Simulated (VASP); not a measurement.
# CuO (Pm-3m) in VASP: notebook

Aim: see how the results for CuO move with the level of theory and the settings. Levels: r2SCAN, MS2, r2SCAN+D3(BJ). Tasks: relaxation of cell and atoms.

All numbers are computed with VASP 6.6.1; they aren't measurements. Logs are shortened: lines on timing, memory, paths and dates and some standing lists are left out, and cuts for length are marked.

**1. Starting point**

Symmetry: Pm-3m, No. 221, cubic system. Conventional cell: a = 2.553 Å, b = 2.553 Å, c = 2.553 Å, α = 90.00°, β = 90.00°, γ = 90.00°. Cu (site symmetry m-3m) has 8 O at 2.21 Å as nearest neighbours. O (site symmetry m-3m) is surrounded by 8 Cu at 2.21 Å.

Measurements of this composition are mostly on another form, of space group No. 15.

**2. Relaxation of cell and atoms, r2SCAN**

INCAR

```
SYSTEM = CuO
PREC     = Accurate       ! precision mode
ENCUT    = 600            ! plane-wave cutoff, eV
EDIFF    = 1E-7           ! SCF threshold, eV
ISMEAR   = 0              ! smearing method
SIGMA    = 0.05           ! smearing width, eV
LREAL    = .False.        ! projectors in reciprocal space
LASPH    = .True.         ! aspherical terms in the spheres
NELM     = 80             ! most SCF steps
ALGO     = Normal         ! electronic algorithm
ISIF     = 3              ! what is computed and relaxed
LWAVE    = .False.        ! write WAVECAR
LCHARG   = .False.        ! write CHGCAR
METAGGA  = R2SCAN         ! meta-GGA
LMIXTAU  = .True.       
IBRION   = 2              ! ionic algorithm
NSW      = 60             ! ionic steps
EDIFFG   = -0.01          ! ionic threshold
```

KPOINTS

```
regular mesh
0
Gamma
  10 10 10
  0 0 0
```

POSCAR

```
CuO
1.0
    2.5525506100      0.0000000000      0.0000000000
    0.0000000000      2.5525506100      0.0000000000
    0.0000000000      0.0000000000      2.5525506100
Cu O
1 1
Direct
    0.0000000000      0.0000000000      0.0000000000
    0.5000000000      0.5000000000      0.5000000000
```

Potentials or basis: VASP PAW PBE potentials, release 64 (Cu, O).

Started as:

```
> cat potpaw_PBE.64/Cu/POTCAR potpaw_PBE.64/O/POTCAR > POTCAR
> mpirun -np 1 vasp_std > vasp.out
```

OUTCAR:

```text
SYSTEM = CuO
   PREC = Accurate
   ENCUT = 600
   EDIFF = 1E-7
   ISMEAR = 0
   LREAL = .False.
   LASPH = .True.
   NELM = 80
   ISIF = 3
   METAGGA = R2SCAN
   IBRION = 2
   NSW = 60
   EDIFFG = -0.01

 ion  position               nearest neighbor table
   1  0.000  0.000  0.000-   2 2.21   2 2.21   2 2.21   2 2.21   2 2.21   2 2.21   2 2.21   2 2.21

   2  0.500  0.500  0.500-   1 2.21   1 2.21   1 2.21   1 2.21   1 2.21   1 2.21   1 2.21   1 2.21

  LATTYP: Found a simple cubic cell.
 ALAT       =     2.5525506100

  Lattice vectors:

 A1 = (   2.5525506100,   0.0000000000,   0.0000000000)
 A2 = (   0.0000000000,   2.5525506100,   0.0000000000)
 A3 = (   0.0000000000,   0.0000000000,   2.5525506100)

Analysis of symmetry for initial positions (statically):
=====================================================================
 Subroutine PRICEL returns:
 Original cell was already a primitive cell.

 Routine SETGRP: Setting up the symmetry group for a
 simple cubic supercell.

 Subroutine GETGRP returns: Found 48 space group operations
 (whereof 48 operations were pure point group operations)
 out of a pool of 48 trial point group operations.

The static configuration has the point symmetry O_h .

Analysis of symmetry for dynamics (positions and initial velocities):
=====================================================================
 Subroutine PRICEL returns:
 Original cell was already a primitive cell.

 Routine SETGRP: Setting up the symmetry group for a
 simple cubic supercell.

 Subroutine GETGRP returns: Found 48 space group operations
 (whereof 48 operations were pure point group operations)
 out of a pool of 48 trial point group operations.

The dynamic configuration has the point symmetry O_h .

 Subroutine INISYM returns: Found 48 space group operations
 (whereof 48 operations are pure point group operations),
 and found     1 'primitive' translations

----------------------------------------------------------------------------------------

                                     Primitive cell

  volume of cell :      16.6312

  direct lattice vectors                    reciprocal lattice vectors
[... 105 lines left out ...]
   IMIX   =      4    mixing-type and parameters
     AMIX     =   0.40;   BMIX     =  1.00
     AMIX_MAG =   1.60;   BMIX_MAG =  1.00
  volume/ion in A,a.u.               =       8.32        56.12
  Fermi-wavevector in a.u.,A,eV,Ry     =   1.649112  3.116370 37.001994  2.719570
  Thomas-Fermi vector in A             =   2.738287
   LORBIT       =      0    0 simple, 1 ext, 2 COOP (PROOUT), +10 PAW based schemes
   METAGGA = R2SCAN    functional components
   LHFCALC =     F    Hartree Fock is set to
   AEXX    =    0.0000 exact exchange contribution
   IVDW    =     0    specifies the selected vdW correction
   LEPSILON=     F    determine dielectric tensor
   LRPA    =     F    only Hartree local field effects (RPA)
 conjugate gradient relaxation of ions
 non-spin polarized calculation
 Gauss-broadening in eV      SIGMA  =   0.05
  energy-cutoff  :      600.00
  volume of cell :       16.63
 maximum number of plane-waves:       568
   NGX = 11   NGY = 11   NGZ = 11

--------------------------------------- Ionic step        1  -------------------------------------------

 number of electron      16.9999977 magnetization

 Free energy of the ion-electron system (eV)
  ---------------------------------------------------
  ext. energy  EPLUGINS =         0.00000000
  ---------------------------------------------------
  free energy    TOTEN  =       -16.89654335 eV

  energy without entropy =      -16.89391504  energy(sigma->0) =      -16.89522919

------------------------ aborting loop because EDIFF is reached ----------------------------------------

  FORCE on cell =-STRESS in cart. coord.  units (eV):
  Direction    XX          YY          ZZ          XY          YZ          ZX
  --------------------------------------------------------------------------------------
  -------------------------------------------------------------------------------------
  Total        1.2971276      1.2971276      1.2971276      0.0000000      0.0000000      0.0000000
  in kB      124.9597665    124.9597665    124.9597665      0.0000000      0.0000000      0.0000000
  external PRESSURE =     124.9597665 kB  Pullay stress =       0.0000000 kB
[... 59 lines left out ...]
--------------------------------------- Ionic step        3  -------------------------------------------

 number of electron      17.0000003 magnetization

 Free energy of the ion-electron system (eV)
  ---------------------------------------------------
  ext. energy  EPLUGINS =         0.00000000
  ---------------------------------------------------
  free energy    TOTEN  =       -16.93120897 eV

  energy without entropy =      -16.92790838  energy(sigma->0) =      -16.92955867

 E-fermi :   6.5865     XC(G=0): -13.7465

 val. band max:        6.5597652146   @ k =   0.5000   0.3000   0.1000
 cond. band min:       6.5896058580   @ k =   0.5000   0.1000   0.0000
 fundamental gap:      0.0298406434
 Fermi energy:         6.5864686931

 k-point     1 :       0.0000    0.0000    0.0000
  band No.  band energies     occupation
      1     -14.0038      2.00000
      2       3.1336      2.00000
      3       3.1336      2.00000
      4       4.6107      2.00000
      5       4.6107      2.00000
      6       4.6107      2.00000
      7       4.9241      2.00000
      8       4.9241      2.00000
      9       4.9241      2.00000
     10       8.1256      0.00000
     11      23.3718      0.00000
     12      23.3718      0.00000
[... 331 lines left out ...]
 k-point    24 :       0.3000    0.1000    0.1000
  band No.  band energies     occupation
      1     -13.0690      2.00000
      2       0.2623      2.00000
      3       2.8329      2.00000
      4       3.2272      2.00000
      5       3.6187      2.00000
      6       4.7211      2.00000
      7       4.9500      2.00000
      8       5.8439      2.00000
      9       6.4984      1.98730
     10      12.3084      0.00000
     11      19.0589      0.00000
     12      23.0142      0.00000

 [... further k-points ...]

------------------------ aborting loop because EDIFF is reached ----------------------------------------

  FORCE on cell =-STRESS in cart. coord.  units (eV):
  Direction    XX          YY          ZZ          XY          YZ          ZX
  --------------------------------------------------------------------------------------
  -------------------------------------------------------------------------------------
  Total       -0.0029323     -0.0029323     -0.0029323      0.0000000      0.0000000     -0.0000000
  in kB       -0.2673543     -0.2673543     -0.2673543      0.0000000      0.0000000     -0.0000000
  external PRESSURE =      -0.2673543 kB  Pullay stress =       0.0000000 kB
[... 17 lines left out ...]
  FREE ENERGIE OF THE ION-ELECTRON SYSTEM (eV)
  ---------------------------------------------------
  free  energy   TOTEN  =       -16.9312089660 eV

  energy  without entropy=      -16.9279083779  energy(sigma->0) =      -16.92955867

 reached required accuracy - stopping structural energy minimisation
```

OSZICAR:

```text
N       E                     dE             d eps       ncg     rms          rms(c)
DAV:   1     0.100466499633E+03    0.10047E+03   -0.97119E+03  1436   0.258E+03
DAV:   2    -0.144022386204E+02   -0.11487E+03   -0.10446E+03  1396   0.376E+02
DAV:   3    -0.231834913096E+02   -0.87813E+01   -0.79286E+01  1552   0.114E+02
[... 37 lines left out ...]
DAV:   7    -0.169312118895E+02   -0.11939E-03   -0.12147E-04  1364   0.143E-01    0.304E-02
DAV:   8    -0.169312070224E+02    0.48671E-05   -0.38564E-05  1980   0.150E-01    0.123E-02
DAV:   9    -0.169312080430E+02   -0.10206E-05   -0.16439E-05  1596   0.119E-01    0.319E-03
DAV:  10    -0.169312089237E+02   -0.88071E-06   -0.13525E-06  1788   0.298E-02    0.124E-03
DAV:  11    -0.169312089660E+02   -0.42316E-07   -0.17725E-07   912   0.791E-03
   3 F= -.16931209E+02 E0= -.16929559E+02  d E =-.346656E-01
```

Wall time 2.1 min (1 thread of Intel Xeon Platinum 8259CL at 2.50GHz (Skylake/Cascade Lake), shared host); peak memory 0.14 GiB.

What came out:

```
Free energy                            : -16.9312 eV
Relaxed volume                         : 8.79 Å³/atom
Relaxed cell                           : a = 2.600 Å, b = 2.600 Å, c = 2.600 Å, α = 90.00°, β = 90.00°, γ = 90.00°
Space group after relaxing (to 0.05 Å) : Pm-3m (No. 221)
Energy gained by relaxing              : 17.3 meV/atom
Ionic steps                            : 3
Pressure after relaxing                : 0.0 GPa
Band gap on the k mesh                 : none (metal or under the smearing width)
```

The path:
```csv
step,energy change (eV),largest force (eV/Å),pressure (GPa),volume (Å³)
1,0.0000,0.0000,12.50,16.63
2,-0.0199,0.0000,-6.77,18.24
3,-0.0347,0.0000,-0.03,17.57
```

Final structure:
```xyz
2
Lattice="2.5998 0.0000 0.0000 0.0000 2.5998 0.0000 0.0000 0.0000 2.5998" Properties=species:S:1:pos:R:3 pbc="T T T"
Cu    0.0000    0.0000    0.0000
O     1.2999    1.2999    1.2999
```

Caveat: the PAW data sets were made with another functional, which shifts forces and pressure a little; an odd number of electrons without spin polarisation forces a metal; a magnetic or distorted state may lie lower; the run has no spin polarisation, though such a crystal can be magnetic; semilocal functionals often make such compounds metallic where correlation or magnetic order opens a gap, which also shifts bond lengths. With open d or f shells a metallic result of r2SCAN can be an artefact of self-interaction; +U or a hybrid may open a gap.

[end of part 1 of 2]
